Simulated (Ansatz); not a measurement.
Crystal: TePb.

```
Pb Te
1.0
     4.00229    0.00000    0.00000
     0.00000    4.00229    0.00000
     0.00000    0.00000    4.00229
Pb Te
1 1
Direct
  0.00000 0.00000 0.00000
  0.50000 0.50000 0.50000
```

Measurements of this composition are mostly on another form, of space group No. 225.

```yaml
Program: Ansatz 0.2.0
Task: single point
Functional: PBE
Potentials_or_basis: all-electron LAPW, scalar-relativistic
Cutoff: 147 eV (chosen from the basis error)
Basis_error_allowed: 0.001 eV/atom
k_mesh: 7 × 7 × 7
Occupations: fermi-dirac, width 0.05 eV
Spin: no spin polarisation
```

On this cell: pressure 0.0 GPa; largest force zero by symmetry; band gap on the k mesh none (metal or under the smearing width).

The same run follows on a disturbed copy (atoms moved at random, drawn with an rms of 0.05 Å):

```
CELL_PARAMETERS angstrom
4.00229 0.00000 0.00000
0.00000 4.00229 0.00000
0.00000 0.00000 4.00229
ATOMIC_POSITIONS crystal
Pb 0.99039 0.00759 0.98972
Te 0.48334 0.49709 0.49934
```

Problem. What changes?

Solution. The energy (extrapolated to zero smearing) moves by -0.6 meV/atom; pressure 0.0 GPa; largest force 0.037 eV/Å; band gap on the k mesh none (metal or under the smearing width).

Forces in eV/Å, atoms in the order of the input:
```
Pb   0.017  0.025 -0.023
Te  -0.017 -0.025  0.023
```
